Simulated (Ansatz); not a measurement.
**A decomposition energy, worked out: CdTe4**

The calculation used DFT PBE, scalar-relativistic, plane waves, PAW (Ansatz 0.2.0). All cells share a 420 eV cutoff and Γ-centred k meshes spaced at most about 0.3 Å⁻¹ (about 0.25 or finer for metals, 2π included). No spin polarisation.

Formation energies are uncorrected and refer to the elements' standard structures at the same level.

All energies are static (0 K, no zero-point motion). Spin–orbit coupling, which can matter for Te, is left out. The reference form of Te is held partly by dispersion forces, which this level lacks.

A trial structure of CdTe4 (reached from: random cell; relaxed: space group I4/mmm (No. 139), a = 7.744 Å, c = 5.928 Å) has a formation energy of 0.160 eV/atom. It holds Te–Te chains (shortest 2.96 Å). At its composition the lowest mixture among the elements and 1 reference phase computed alike (others may be missing) consists of these:

```
       phase   source  ΔE_f (eV/atom)
  Te (solid)  element           0.000
CdTe (F-43m)      COD          -0.464
```

**Question.** Write the balanced decomposition and find its energy per atom, per formula unit and per mole of formula units.

**Answer.** Balancing Cd and Te gives CdTe4 → 3 Te + CdTe. The left side holds 5 atoms, and the products take 3/5 (Te) and 2/5 (CdTe) of them. The mixture therefore lies at 3/5 × (0.000) + 2/5 × (-0.464) = -0.186 eV/atom. The reaction energy is -0.186 − (0.160) = -0.346 eV/atom. Times 5 atoms that is -1.730 eV per CdTe4, and times 96.485 it is -167 kJ per mole of CdTe4. Decomposition is downhill, so the trial structure is unstable against this mixture.
